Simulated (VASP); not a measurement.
A run of VASP 6.6.1 is set up as follows.

Contents of INCAR:

```
PREC = Accurate
ENCUT = 600
EDIFF = 1E-6
ISMEAR = 1
SIGMA = 0.1
LREAL = F
LASPH = T
NELM = 80
ALGO = Normal
ISIF = 3
LWAVE = F
LCHARG = F
GGA = PE
IVDW = 12
IBRION = 2
NSW = 90
EDIFFG = -0.01
```

The input KPOINTS:

```
Automatic mesh
0
Gamma
  12 12 10
```

Contents of POSCAR:

```
Bi
1.0
    2.2675000000      1.3091417400      3.9380000000
   -2.2675000000      1.3091417400      3.9380000000
    0.0000000000     -2.6182834700      3.9380000000
Bi
2
Direct
    0.2340000000      0.2340000000      0.2340000000
    0.7660000000      0.7660000000      0.7660000000
```

Potentials or basis: VASP PAW PBE potentials, release 64 (Bi_d).

Run with:

```console
$ cat potpaw_PBE.64/Bi_d/POTCAR > POTCAR
$ mpirun -np 1 vasp_std > vasp.out
```

Question: Estimate the relaxed cell.

Answer: a = 4.688 Å, b = 4.688 Å, c = 4.688 Å, α = 57.77°, β = 57.77°, γ = 57.77°.

Question: Predict the space group after relaxing (to 0.05 Å).

Answer: R-3m (No. 166).

Question: What does it give for the band gap on the k mesh?

Answer: None (metal or under the smearing width).

Question: Predict the relaxed volume.

Answer: 34.55 Å³/atom.

Final structure:
```xyz
2
Lattice="2.2643 1.3073 3.8908 -2.2643 1.3073 3.8908 0.0000 -2.6146 3.8908" Properties=species:S:1:pos:R:3 pbc="T T T"
Bi    0.0000    0.0000    2.7701
Bi    0.0000    0.0000    8.9024
```

Caveat: spin-orbit coupling is left out, which moves the levels of the heavy elements; pairwise dispersion overbinds metals, which lowers pressure and volume.
